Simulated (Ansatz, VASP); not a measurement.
**One calculation of AlN, two programs**

The input INCAR:

```
SYSTEM = AlN
PREC = Accurate ; ENCUT = 520
EDIFF = 1E-8 ; ISMEAR = -1
SIGMA = 0.02 ; LREAL = .FALSE.
LASPH = .TRUE. ; NELM = 60
ALGO = Normal ; ISIF = 2
LWAVE = .FALSE. ; LCHARG = .FALSE.
GGA = PE ; LEFG = .TRUE.
NBANDS = 11
```

File KPOINTS:

```
regular mesh
0
G
  10 10 10
  0 0 0
```

The input POSCAR:

```
AlN
1.0
    0.0000000000      1.9713845660      1.9713845660
    1.9713845660      0.0000000000      1.9713845660
    1.9713845660      1.9713845660      0.0000000000
Al N
1 1
Direct
    0.0000000000      0.0000000000      0.0000000000
    0.5000000000      0.5000000000      0.5000000000
```

Input for Ansatz:

```yaml
crystal:
  lattice:
    - [0.0, 1.971384566, 1.971384566]
    - [1.971384566, 0.0, 1.971384566]
    - [1.971384566, 1.971384566, 0.0]
  atoms:
    - { symbol: Al, position: [0.0, 0.0, 0.0] }
    - { symbol: "N", position: [0.5, 0.5, 0.5] }
kpoints:
  mp_grid: { grid: [10, 10, 10] }
scf:
  occupations: { method: fermi_dirac, width: 0.02 }
hamiltonian:
  xc: pbe
  pseudopotentials: { kind: paw }
output:
  forces: true
  stress: true
  eigenvalues: true
  efg: { contact_densities: true }
```

Change from the starting cell: volume scaled by 0.99, PAW files.

Alike in both runs: task electric field gradients; functional PBE; k mesh 10 × 10 × 10; occupations fermi-dirac, width 0.02 eV; no spin polarisation.

|  | VASP | Ansatz |
| --- | --- | --- |
| version | VASP 6.6.1 | Ansatz 0.2.0 |
| potentials or method | VASP PAW PBE potentials, release 64 (Al, N) | PAW with Ansatz's default frozen-core files, scalar-relativistic |
| plane-wave cutoff (eV) | 520 | 420 |
| valence electrons in the cell | 8 | 8 |

|  | VASP | Ansatz | Ansatz less VASP |
| --- | --- | --- | --- |
| gap on the k mesh at the Fermi level (eV) | 5.17 | 5.15 | -0.014 |
| pressure (GPa) | 28.8 | 29.1 | +0.34 |
| Vzz of the field gradient on the site that differs most (V/Å²) | 0.0 | 0.0 | 0.00 |

Caveats: so large a pressure means that the cell lies far from this level's equilibrium, or that cutoff or potentials fall short (VASP). A k mesh can miss the band edges.
